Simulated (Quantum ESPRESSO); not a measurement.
# PbS (Galena) (Fm-3m) in Quantum ESPRESSO: further runs, part 3 of 3

Quantum ESPRESSO 7.5.

## 4. Phonons, LDA

pw.in reads:

```
&CONTROL
  calculation = 'scf'
  prefix = 'pwscf'
  outdir = './tmp'
  pseudo_dir = './pseudo'
  tprnfor = .true.
  tstress = .true.
  disk_io = 'low'
/
&SYSTEM
  ibrav = 0
  nat = 2
  ntyp = 2
  ecutwfc = 56
  nbnd = 16
  occupations = 'smearing'
  smearing = 'fd'
  degauss = 0.00367493
/
&ELECTRONS
  conv_thr = 4d-10
  electron_maxstep = 120
  mixing_beta = 0.5
/
ATOMIC_SPECIES
Pb   207.2000 Pb.upf
S     32.0600 S.upf
CELL_PARAMETERS angstrom
   0.0000000000    2.9657500000    2.9657500000
   2.9657500000    0.0000000000    2.9657500000
   2.9657500000    2.9657500000    0.0000000000
ATOMIC_POSITIONS crystal
Pb     0.0000000000    0.0000000000    0.0000000000
S      0.5000000000    0.5000000000    0.5000000000
K_POINTS automatic
4 4 4 1 1 1
```

relax.in reads:

```
&CONTROL
  calculation = 'vc-relax'
  prefix = 'pwscf'
  outdir = './tmp'
  pseudo_dir = './pseudo'
  tprnfor = .true.
  tstress = .true.
  disk_io = 'low'
  nstep = 40
  forc_conv_thr = 0.0001
  etot_conv_thr = 1d-06
/
&SYSTEM
  ibrav = 0
  nat = 2
  ntyp = 2
  ecutwfc = 56
  nbnd = 16
  occupations = 'smearing'
  smearing = 'fd'
  degauss = 0.00367493
/
&ELECTRONS
  conv_thr = 4d-10
  electron_maxstep = 120
  mixing_beta = 0.5
/
&IONS
  ion_dynamics = 'bfgs'
/
&CELL
  cell_dynamics = 'bfgs'
  press = 0
  press_conv_thr = 0.2
/
ATOMIC_SPECIES
Pb   207.2000 Pb.upf
S     32.0600 S.upf
CELL_PARAMETERS angstrom
   0.0000000000    2.9657500000    2.9657500000
   2.9657500000    0.0000000000    2.9657500000
   2.9657500000    2.9657500000    0.0000000000
ATOMIC_POSITIONS crystal
Pb     0.0000000000    0.0000000000    0.0000000000
S      0.5000000000    0.5000000000    0.5000000000
K_POINTS automatic
4 4 4 1 1 1
```

gamma.in reads:

```
&CONTROL
  calculation = 'bands'
  prefix = 'pwscf'
  outdir = './tmp'
  pseudo_dir = './pseudo'
  disk_io = 'low'
  verbosity = 'high'
/
&SYSTEM
  ibrav = 0
  nat = 2
  ntyp = 2
  ecutwfc = 56
  nbnd = 16
  occupations = 'smearing'
  smearing = 'fd'
  degauss = 0.00367493
/
&ELECTRONS
  conv_thr = 1d-08
  electron_maxstep = 120
  mixing_beta = 0.5
  diago_full_acc = .true.
  startingwfc = 'random'
/
ATOMIC_SPECIES
Pb   207.2000 Pb.upf
S     32.0600 S.upf
CELL_PARAMETERS angstrom
   0.0000000000    2.9205702109    2.9205702109
   2.9205702109    0.0000000000    2.9205702109
   2.9205702109    2.9205702109    0.0000000000
ATOMIC_POSITIONS crystal
Pb     0.0000000000    0.0000000000    0.0000000000
S      0.5000000000    0.5000000000    0.5000000000
K_POINTS crystal
1
0.0 0.0 0.0 1
```

scf2.in reads:

```
&CONTROL
  calculation = 'scf'
  prefix = 'pwscf'
  outdir = './tmp'
  pseudo_dir = './pseudo'
  tprnfor = .true.
  tstress = .true.
  disk_io = 'low'
/
&SYSTEM
  ibrav = 0
  nat = 2
  ntyp = 2
  ecutwfc = 56
  nbnd = 16
  occupations = 'fixed'
/
&ELECTRONS
  conv_thr = 1d-13
  electron_maxstep = 120
  mixing_beta = 0.5
  startingpot = 'file'
/
ATOMIC_SPECIES
Pb   207.2000 Pb.upf
S     32.0600 S.upf
CELL_PARAMETERS angstrom
   0.0000000000    2.9205702109    2.9205702109
   2.9205702109    0.0000000000    2.9205702109
   2.9205702109    2.9205702109    0.0000000000
ATOMIC_POSITIONS crystal
Pb     0.0000000000    0.0000000000    0.0000000000
S      0.5000000000    0.5000000000    0.5000000000
K_POINTS automatic
4 4 4 1 1 1
```

ph.in reads:

```
phonons of PbS
&INPUTPH
  prefix = 'pwscf'
  outdir = './tmp'
  tr2_ph = 1d-18
  fildyn = 'dyn'
  niter_ph = 90
  alpha_mix(1) = 0.7
  epsil = .true.
/
0.0000000000 0.0000000000 0.0000000000
```

dynmat.in reads:

```
&INPUT
  fildyn = 'dyn'
  asr = 'crystal'
  lperm = .true.
  filout = 'dynmat.disp'
  fileig = 'dynmat.eig'
/
```

dynmat_lo.in reads:

```
&INPUT
  fildyn = 'dyn'
  asr = 'crystal'
  filout = 'dynmat_lo.disp'
  fileig = 'dynmat_lo.eig'
  q(1) = 0
  q(2) = 0
  q(3) = 1
/
```

Potentials or basis: PseudoDojo 0.4.1 SR LDA standard.

Started as:

```console
> OMP_NUM_THREADS=1 pw.x -in pw.in > pw.out
> OMP_NUM_THREADS=1 pw.x -in relax.in > relax.out
> OMP_NUM_THREADS=1 pw.x -in gamma.in > gamma.out
> OMP_NUM_THREADS=1 pw.x -in scf2.in > scf2.out
> OMP_NUM_THREADS=1 ph.x -in ph.in > ph.out
> OMP_NUM_THREADS=1 dynmat.x -in dynmat.in > dynmat.out
> OMP_NUM_THREADS=1 dynmat.x -in dynmat_lo.in > dynmat_lo.out
```

pw.out:

```text
This program is part of the open-source Quantum ESPRESSO suite
     for quantum simulation of materials; please cite
         "P. Giannozzi et al., J. Phys.:Condens. Matter 21 395502 (2009);
         "P. Giannozzi et al., J. Phys.:Condens. Matter 29 465901 (2017);
         "P. Giannozzi et al., J. Chem. Phys. 152 154105 (2020);
     in publications or presentations arising from this work. More details at

     Message from routine setup:
     using ibrav=0 with symmetry is DISCOURAGED, use correct ibrav instead

     G-vector sticks info
     --------------------
     sticks:   dense  smooth     PW     G-vecs:    dense   smooth      PW
     Sum         955     955    295                19891    19891    3287

     Using Slab Decomposition

     bravais-lattice index     =            0
     lattice parameter (alat)  =       7.9259  a.u.
     unit-cell volume          =     352.0710 (a.u.)^3
     number of atoms/cell      =            2
     number of atomic types    =            2
[... 194 lines left out ...]
     5.1228   5.2755  12.1899  13.3221  13.3694  13.9103  19.8407  19.8734

          k = 0.2652 0.2652 0.2652 (  2488 PWs)   bands (ev):
[... 6 lines left out ...]
    -8.3877  -8.3219  -8.3063  -8.2901  -8.2745  -3.6386  -0.1235   4.3330
     6.0321   6.7601  10.4578  11.2844  12.7331  16.1122  17.7145  17.7809

     the Fermi energy is     8.6215 ev

!    total energy              =    -162.71799836 Ry
     estimated scf accuracy    <          2.5E-11 Ry
     smearing contrib. (-TS)   =      -0.00000000 Ry
     internal energy E=F+TS    =    -162.71799836 Ry

     The total energy is F=E-TS. E is the sum of the following terms:
     one-electron contribution =     -36.07453838 Ry
     hartree contribution      =      30.37822946 Ry
     xc contribution           =     -45.79204535 Ry
     ewald contribution        =    -111.22964409 Ry

     convergence has been achieved in  10 iterations

     Forces acting on atoms (cartesian axes, Ry/au):

     atom    1 type  1   force =    -0.00000000    0.00000000   -0.00000000
     atom    2 type  2   force =     0.00000000   -0.00000000    0.00000000

     Total force =     0.000000     Total SCF correction =     0.000000

     Computing stress (Cartesian axis) and pressure

          total   stress  (Ry/bohr**3)                   (kbar)     P=      -27.31
  -0.00018564  -0.00000000  -0.00000000          -27.31       -0.00       -0.00
  -0.00000000  -0.00018564   0.00000000           -0.00      -27.31        0.00
   0.00000000   0.00000000  -0.00018564            0.00        0.00      -27.31

=------------------------------------------------------------------------------=
   JOB DONE.
=------------------------------------------------------------------------------=
```

relax.out:

```text
This program is part of the open-source Quantum ESPRESSO suite
     for quantum simulation of materials; please cite
         "P. Giannozzi et al., J. Phys.:Condens. Matter 21 395502 (2009);
         "P. Giannozzi et al., J. Phys.:Condens. Matter 29 465901 (2017);
         "P. Giannozzi et al., J. Chem. Phys. 152 154105 (2020);
[... 1173 lines left out ...]
   0.00000000   0.00000017  -0.00000000            0.00        0.03       -0.00
  -0.00000000   0.00000000   0.00000017           -0.00        0.00        0.03

=------------------------------------------------------------------------------=
   JOB DONE.
=------------------------------------------------------------------------------=
```

gamma.out:

```text
This program is part of the open-source Quantum ESPRESSO suite
     for quantum simulation of materials; please cite
         "P. Giannozzi et al., J. Phys.:Condens. Matter 21 395502 (2009);
         "P. Giannozzi et al., J. Phys.:Condens. Matter 29 465901 (2017);
         "P. Giannozzi et al., J. Chem. Phys. 152 154105 (2020);
     in publications or presentations arising from this work. More details at
[... 586 lines left out ...]

    -7.6589  -7.6589  -7.6589  -7.6507  -7.6507  -4.8598   3.0933   6.7769
     6.7769   6.7769  14.3498  14.3498  14.3498  15.6711  15.6711  15.6711

=------------------------------------------------------------------------------=
   JOB DONE.
=------------------------------------------------------------------------------=
```

It took 98 s on 1 thread of Intel Xeon 6975P-C (Granite Rapids), shared host; peak memory 0.07 GiB.

What came out:

| Quantity | Value |
| --- | --- |
| Free energy | -2213.9119 eV |
| Relaxed volume | 24.91 Å³/atom |
| Relaxed cell | a = 4.130 Å, b = 4.130 Å, c = 4.130 Å, α = 60.00°, β = 60.00°, γ = 60.00° |
| Space group after relaxing (to 0.05 Å) | Fm-3m (No. 225) |
| Pressure after relaxing | 0.0 GPa |
| Electronic dielectric tensor (diagonal) | 13.82 |
| Born charges (mean of the diagonal) | Pb +4.63; S -4.13 e |
| Highest phonon frequency at Γ, LO-TO splitting left out | 92 cm⁻¹ |
| Static dielectric tensor (diagonal) | 94.61 |

Step by step:
| step | energy change (eV) | largest force (eV/Å) | pressure (GPa) | volume (Å³) |
| --- | --- | --- | --- | --- |
| 1 | 0.0000 | 0.0000 | -2.73 | 52.17 |
| 2 | -0.0106 | 0.0000 | -1.96 | 51.45 |
| 3 | -0.0196 | 0.0000 | -0.71 | 50.38 |
| 4 | -0.0208 | 0.0000 | 0.04 | 49.79 |
| 5 | -0.0209 | 0.0000 | 0.00 | 49.82 |

Final structure:
```
Pb S
1.0
     0.00000    2.92057    2.92057
     2.92057    0.00000    2.92057
     2.92057    2.92057    0.00000
Pb S
1 1
Cartesian
  0.0000 0.0000 0.0000
  2.9206 2.9206 2.9206
```

Phonon frequencies in cm⁻¹ (negative: imaginary):
```csv
q point,frequencies
"(0.000, 0.000, 0.000)",-1 -1 -1 92 92 92
```

Electronic dielectric tensor:
```
13.82  0.00  0.00
 0.00 13.82  0.00
 0.00  0.00 13.82
```

Born effective charge tensors (e):
atom 1, Pb
```
4.63 0.00 0.00
0.00 4.63 0.00
0.00 0.00 4.63
```
atom 2, S
```
-4.13  0.00  0.00
 0.00 -4.13  0.00
 0.00  0.00 -4.13
```

Optical modes at Γ, degenerate ones joined, polar ones without the macroscopic field:
```tsv
cm⁻¹	components	symmetry	active in	IR intensity, summed ((D/Å)²/amu)
92	3	T1u	IR	47.92
```

Zone-centre frequencies without and with the macroscopic field along z (cm⁻¹):
```
                optical modes in rising order
       without                       92 92 92
with the field                      92 92 241
```

Static dielectric tensor, electrons and zone-centre modes:
```
94.61  0.00  0.00
 0.00 94.61  0.00
 0.00  0.00 94.61
```

Caveat: the mesh is thin for the dielectric tensor, Born charges and intensities, which usually come out too large; the Born charges break their sum rule by 0.50 e, a sign of too thin a mesh. Spin-orbit coupling is left out, which matters for the levels of Pb.

## 5. Summary

| task | level | potentials or basis | form of the LDA correlation | q mesh | pressure (GPa) |
| --- | --- | --- | --- | --- | --- |
| phonon dispersion | LDA | PseudoDojo 0.4.1 SR LDA standard | PW92 | 2 × 2 × 2 | 0.0 |
| phonon dispersion | PBE | PseudoDojo 0.4.1 SR PBE standard | - | 2 × 2 × 2 | 0.0 |
| phonons | LDA | PseudoDojo 0.4.1 SR LDA standard | PW92 | - | 0.0 |

Alike in all rows: no spin polarisation; cell relaxed; k mesh 4 × 4 × 4, shifted; cutoff (eV) 762; smearing fermi-dirac 0.05 eV.

Total energies depend on the potentials used, so only differences within one code and one set of settings carry meaning.

## 6. Against experiment

Step 2. Measured high-frequency dielectric constant of PbS: 17.2 (300 K; a printed reference work, monograph). This calculation gives 13.82 (-19.6 %).

Step 3. Against the measured high-frequency dielectric constant of PbS, 17.2 (300 K; a printed reference work, monograph), the calculated 11.90 is off by -30.8 %. So large a miss can be the level of theory's own, or it may mean another phase, state or a wrong row.

Step 4. Against the measured high-frequency dielectric constant of PbS, 17.2 (300 K; a printed reference work, monograph), the calculated 13.82 is off by -19.6 %.
